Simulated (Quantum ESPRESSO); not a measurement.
# Fitting the PBE+D3(BJ) energy curve of MgO

```
Mg O
1.0
     0.00000    2.09700    2.09700
     2.09700    0.00000    2.09700
     2.09700    2.09700    0.00000
Mg O
1 1
Direct
  0.00000 0.00000 0.00000
  0.50000 0.50000 0.50000
```

The cell is a database's computed one, not the measured one.

The cell was scaled at fixed shape and fractions and run with Quantum ESPRESSO, PseudoDojo 0.4.1 SR PBE standard, cutoff 1143 eV; PBE+D3(BJ), k mesh 11 × 11 × 11 on the cell of 2 atoms, fermi-dirac occupations of 0.05 eV, no spin polarisation, no spin-orbit coupling. Energies are those that the program minimises, any entropy of the smearing included.

| V (Å³/atom) | energy over the lowest row (meV/atom) |
| --- | --- |
| 8.6681 | 28.53 |
| 8.8525 | ? |
| 9.0370 | 5.67 |
| 9.2214 | 0.90 |
| 9.4058 | 0.00 |
| 9.5902 | 2.61 |
| 9.7747 | 8.38 |

Q: Fit the third-order Birch-Murnaghan form, give V0, B0 and B′, and predict the energy left open.

A: With y = (V0/V)^(2/3), E = E0 + (9 V0 B0/16) [(y - 1)³ B′ + (y - 1)² (6 - 4y)]. Least squares through the rows shown give V0 = 9.3583 Å³/atom, E0 = -0.11 meV, B0 = 158.3 GPa (1 eV/Å³ = 160.218 GPa) and B′ = 4.11, with a largest miss of 0.01 meV. At V = 8.8525 the form with these constants gives 14.73 meV; the run gave 14.73 meV an atom. Measured volume: 9.339 Å³/atom at 300 K (arxiv:1807.05012), so the fit lies +0.2 % from it. The runs are for a static lattice.

The curve describes a stiff ionic solid whose energy rises faster on compression than on expansion. In MgO the Coulomb attraction between doubly charged ions draws the lattice to a short Mg-O distance, where overlap of the closed shells of neighbouring Mg2+ and O2- ions meets a steep Pauli repulsion. That repulsion grows much faster than the attraction as the ions approach, which accounts for both the large B0 and the positive B′.

The prediction of 14.73 meV supports the fit as a smooth interpolation, but since the omitted volume lies between fitted ones, it says little about behaviour at stronger compression. The closeness to the measured volume is probably somewhat flattering: zero-point and thermal expansion are contained in the measurement, and removing them would lower the reference and widen the positive deviation. How much of the agreement comes from the dispersion term and how much from PBE itself can't be told from this single curve.
